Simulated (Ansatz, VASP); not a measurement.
Two plane-wave programs on MgS

```
Mg S
1.0
     3.71185    0.00000    0.00000
    -1.85593    3.21456    0.00000
     0.00000    0.00000    5.91771
Mg S
2 2
Direct
  0.66667 0.33333 0.49575
  0.33333 0.66667 0.99575
  0.33333 0.66667 0.37924
  0.66667 0.33333 0.87924
```

Change from the starting cell: strain -0.080 along x and y, -0.080 along z, atoms carried along.

Alike in both runs: task single point; functional PBEsol; k mesh 6 × 6 × 4; occupations gaussian, width 0.05 eV; no spin polarisation.

```csv
,VASP,Ansatz
version,VASP 6.6.1,Ansatz 0.2.0
potentials or method,"VASP PAW PBE potentials, release 64 (Mg, S)","scalar-relativistic, plane waves, PAW"
plane-wave cutoff (eV),520,420
valence electrons in the cell,16,32
```

```tsv
	VASP	Ansatz	Ansatz less VASP
gap on the k mesh at the Fermi level (eV)	4.27	4.26	-0.007
least direct gap on the mesh (eV)	4.60	4.59	-0.011
pressure (GPa)	23.3	23.1	-0.20
largest component of the traceless stress (GPa)	1.44	1.41	-0.028
```

The two sets of potentials don't hold the same shells in valence.

Caveats: so large a pressure means that the cell lies far from this level's equilibrium, or that cutoff or potentials fall short (VASP); the potentials were made for another functional, which shifts forces and pressure (VASP). A k mesh can miss the band edges.
